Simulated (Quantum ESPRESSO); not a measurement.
## PbSe (Clausthalite) in Quantum ESPRESSO: the effect of functional

PbSe (Clausthalite):

```
Pb Se
1.0
     0.00000    3.06065    3.06065
     3.06065    0.00000    3.06065
     3.06065    3.06065    0.00000
Pb Se
1 1
Direct
  0.00000 0.00000 0.00000
  0.50000 0.50000 0.50000
```

Alike in all runs:

* Program: Quantum ESPRESSO 7.5
* Task: dielectric tensor
* Cutoff: 612 eV
* Density cutoff: 4898 eV
* k mesh: 6 × 6 × 6, shifted
* Occupations: fermi-dirac, width 0.05 eV
* Spin: no spin polarisation

```csv
functional,potentials or basis,pressure (GPa),dielectric constant (mean)
LDA,GBRV 1.5 LDA,-2.3,22.99
PBE,GBRV 1.5 PBE,?,?
PBEsol,GBRV 1.5 PBEsol,-0.6,22.22
WC,GBRV 1.5 PBE,-0.5,22.44
BLYP,GBRV 1.5 PBE,5.8,19.94
AM05,GBRV 1.5 PBE,0.0,21.56
```

Problem. What does the run with functional PBE give?

Solution. Pressure 2.3 GPa; dielectric constant 20.90 mean.

Caveats: the potentials were made for another functional, which shifts forces and pressure (some runs); the cell is more than 3 GPa from zero pressure, which shifts response properties (some runs).
